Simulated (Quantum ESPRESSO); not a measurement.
A calculation with Quantum ESPRESSO 7.5 of Cr (native input, structure typed inline):

Contents of pw.in:

```
&CONTROL
  calculation = 'scf'
  prefix = 'pwscf'
  outdir = './tmp'
  pseudo_dir = './pseudo'
  tprnfor = .true.
  tstress = .true.
  disk_io = 'low'
/
&SYSTEM
  ibrav = 0
  celldm(1) = 8
  nat = 2
  ntyp = 1
  ecutwfc = 45
  ecutrho = 360
  nbnd = 24
  occupations = 'smearing'
  smearing = 'fd'
  degauss = 0.00367493
  nspin = 2
  starting_magnetization(1) = 0.2143
/
&ELECTRONS
  conv_thr = 4d-10
  electron_maxstep = 120
  mixing_beta = 0.3
/
ATOMIC_SPECIES
Cr    51.9961 cr_pbesol_v1.5.uspp.F.UPF
CELL_PARAMETERS alat
  0.2709514131955  -0.5827502274215   0.0000000000000
  0.2709514131955   0.5827502274215   0.0000000000000
  0.0000000000000   0.0000000000000   0.9600542729969
ATOMIC_POSITIONS crystal
Cr     0.8705325800    0.1294674200    0.7500000000
Cr     0.1294674200    0.8705325800    0.2500000000
K_POINTS automatic
13 13 7 0 0 0
```

The input pp_density.in:

```
&INPUTPP
  prefix = 'pwscf'
  outdir = './tmp'
  filplot = 'density.dat'
  plot_num = 0
/
&PLOT
  nfile = 1
  filepp(1) = 'density.dat'
  iflag = 3
  output_format = 6
  fileout = 'density.cube'
/
```

Contents of pp_potential.in:

```
&INPUTPP
  prefix = 'pwscf'
  outdir = './tmp'
  filplot = 'potential.dat'
  plot_num = 11
/
&PLOT
  nfile = 1
  filepp(1) = 'potential.dat'
  iflag = 3
  output_format = 6
  fileout = 'potential.cube'
/
```

Contents of pp_spin.in:

```
&INPUTPP
  prefix = 'pwscf'
  outdir = './tmp'
  filplot = 'spin.dat'
  plot_num = 6
/
&PLOT
  nfile = 1
  filepp(1) = 'spin.dat'
  iflag = 3
  output_format = 6
  fileout = 'spin.cube'
/
```

Potentials or basis: GBRV 1.5 PBEsol.

Command:

```bash
$ OMP_NUM_THREADS=1 mpirun -n 2 pw.x -nk 2 -in pw.in > pw.out
$ OMP_NUM_THREADS=1 mpirun -n 1 pp.x -in pp_density.in > pp_density.out
$ OMP_NUM_THREADS=1 mpirun -n 1 pp.x -in pp_potential.in > pp_potential.out
$ OMP_NUM_THREADS=1 mpirun -n 1 pp.x -in pp_spin.in > pp_spin.out
```

This isn't the form of Cr at room conditions, which is bcc.

Task: Write the same calculation in another form: ASE script, structure from a P1 CIF.

Result: As run:

run.py

```python
import numpy as np
from ase.calculators.espresso import Espresso, EspressoProfile
from ase.io import read

atoms = read('Cr.cif')
atoms.set_initial_magnetic_moments([3.0, 3.0])

input_data = {
    'control': {'calculation': 'scf', 'prefix': 'pwscf', 'outdir': './tmp', 'tprnfor': True, 'tstress': True, 'disk_io': 'nowf'},
    'system': {'ecutwfc': 45.0, 'ecutrho': 360.0, 'nbnd': 24, 'occupations': 'smearing', 'smearing': 'fd', 'degauss': 0.00367493, 'nspin': 2},
    'electrons': {'conv_thr': 4e-10, 'electron_maxstep': 120, 'mixing_beta': 0.3},
}
pseudopotentials = {'Cr': 'cr_pbesol_v1.5.uspp.F.UPF'}
profile = EspressoProfile(command='mpirun -n 2 pw.x -nk 2', pseudo_dir='pseudo')
dft = Espresso(profile=profile, input_data=input_data, pseudopotentials=pseudopotentials, kpts=(13, 13, 7), koffset=(0, 0, 0))
atoms.calc = dft

print(f'energy {atoms.get_potential_energy():.8f} eV')
print('forces (eV/A)')
print(np.round(atoms.get_forces(), 6))
print('stress (eV/A^3, Voigt)')
print(np.round(atoms.get_stress(), 8))
print(f'Fermi level {dft.get_fermi_level():.4f} eV')
```

File Cr.cif:

```cif
data_Cr
_cell_length_a 2.72065025
_cell_length_b 2.72065025
_cell_length_c 4.06431074
_cell_angle_alpha 90.00000000
_cell_angle_beta 90.00000000
_cell_angle_gamma 130.12758168
_space_group_name_H-M_alt 'P1'
_space_group_name_Hall 'P 1'
_space_group_IT_number 1
loop_
_space_group_symop_operation_xyz
'x,y,z'
loop_
_atom_site_label
_atom_site_type_symbol
_atom_site_symmetry_multiplicity
_atom_site_Wyckoff_symbol
_atom_site_fract_x
_atom_site_fract_y
_atom_site_fract_z
_atom_site_occupancy
Cr1 Cr 1 a 0.8705325800 0.1294674200 0.7500000000 1
Cr2 Cr 1 a 0.1294674200 0.8705325800 0.2500000000 1
```

Potentials or basis: GBRV 1.5 PBEsol.

Command:

```bash
$ OMP_NUM_THREADS=1 python run.py
```

Both were run:

|  | native input, structure typed inline | ASE script, structure from a P1 CIF |
| --- | --- | --- |
| Pressure | -2.0 GPa | -2.0 GPa |
| Largest force | 0.185 eV/Å | 0.185 eV/Å |
| Band gap on the k mesh | none (metal or under the smearing width) | none (metal or under the smearing width) |
| Net moment | 0.00 μB per cell | 0.00 μB per cell |
| Absolute moment | 0.00 μB per cell | 0.00 μB per cell |
| Valence electrons inside the program's atomic spheres | Cr 11.82 | Cr 11.82 |

Keys that steer only the numerical path or the files written may differ.

Caveat: the starting moments collapsed, and a magnetic state may lie lower.
